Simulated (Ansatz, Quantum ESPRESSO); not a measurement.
## HfN and the effect of the pressure

The cell as given:

Symmetry: Fm-3m, No. 225, cubic system. Conventional cell: a = 4.512 Å, b = 4.512 Å, c = 4.512 Å, α = 90.00°, β = 90.00°, γ = 90.00°. Hf (site symmetry m-3m) is surrounded by 6 N at 2.26 Å. N (site symmetry m-3m) is surrounded by 6 Hf at 2.26 Å.

Kept alike: task relaxation of cell and atoms; functional PBEsol; k mesh 10 × 10 × 10; occupations fermi-dirac, width 0.05 eV; no spin polarisation. Program: Quantum ESPRESSO, GBRV 1.5 PBEsol, cutoff 707 eV. The mesh is that of the run's cell of 2 atoms. No spin-orbit coupling.

```csv
"pressure, P (GPa)",volume (Å³/atom)
0,11.374
2,11.297
5,11.186
10,11.014
20,10.705
30,10.436
```

The relaxations keep at least the cell's symmetry (Fm-3m). For a metal such a mesh leaves the last digits unconverged. The runs follow the start's structure, whether or not it is the stable one at these pressures. P is the pressure aimed at, which the runs meet within some hundredths to tenths of a GPa.

The volume falls from 11.374 to 10.436 Å³/atom between 0 and 30 GPa. The volume falls ever more slowly, since the solid stiffens under load. At the pressures aimed at, which the runs meet within some tenths of a GPa, the step from 0 to 5 GPa gives a mean bulk modulus near 300 GPa, the last step 393 GPa. A twin series (Ansatz, all-electron LAPW, scalar-relativistic) moves it by -0.9582 between 0 and 30, against -0.9380 Å³/atom here.
